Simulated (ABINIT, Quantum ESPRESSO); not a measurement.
**Pd and the pressure, program beside program**

The cell as given:

```cif
data_structure
_symmetry_space_group_name_H-M 'P 1'
_symmetry_Int_Tables_number 1
_cell_length_a 2.7528
_cell_length_b 2.7528
_cell_length_c 2.7528
_cell_angle_alpha 60.000
_cell_angle_beta 60.000
_cell_angle_gamma 60.000
_cell_volume 14.75
loop_
_atom_site_label
_atom_site_type_symbol
_atom_site_fract_x
_atom_site_fract_y
_atom_site_fract_z
_atom_site_occupancy
Pd1 Pd 0.00000 0.00000 0.00000 1
```

Kept alike: task relaxation of cell and atoms; functional PBE; k mesh 12 × 12 × 12; occupations fermi-dirac, width 0.05 eV; no spin polarisation. The mesh is that of the run's cell of 1 atom. No spin-orbit coupling.

- A: ABINIT, JTH PAW PBE v2.0, cutoff 599 eV
- B: Quantum ESPRESSO, SSSP 1.3 efficiency PBE, cutoff 939 eV

```csv
pressure (GPa),A: volume (Å³/atom),B: volume (Å³/atom)
0,15.289,15.304
5,14.874,14.889
10,14.523,14.536
20,13.941,13.955
30,13.476,13.491
```

Values hold for each row's relaxed cell, which stops near the pressure aimed at. The runs follow the start's structure, whether or not it is the stable one at these pressures. For a metal such a mesh leaves the last digits unconverged.

Problem. How large is the effect of the pressure, and do the programs agree on it?

Solution. From 0 to 30 GPa the volume moves by -1.813 in A, -1.813 in B (Å³/atom). Row by row the programs differ by 0.013 to 0.015, and over this span the shifts, as printed, agree within 1 %.
